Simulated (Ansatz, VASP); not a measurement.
# Pd: VASP beside Ansatz

```
Pd
1.0
     0.00000    1.92114    1.92114
     1.92114    0.00000    1.92114
     1.92114    1.92114    0.00000
Pd
1
Direct
  0.00000 0.00000 0.00000
```

Alike in both runs: task single point; functional LDA; k mesh 14 × 14 × 14; no spin polarisation.

```csv
,VASP,Ansatz
version,VASP 6.6.1,Ansatz 0.2.0
potentials or method,"VASP PAW LDA potentials, release 64 (Pd)","plane waves (420 eV) with PAW, scalar-relativistic"
plane-wave cutoff (eV),520,420
occupations,"methfessel-paxton of order 1, width 0.1 eV","cold, width 0.1 eV"
valence electrons in the cell,10,18
```

```tsv
	VASP	Ansatz	Ansatz less VASP
pressure (GPa)	-0.2	-0.5	-0.33
```

The two sets of potentials don't hold the same shells in valence. Ansatz warned: «pseudo_functional_mismatch».
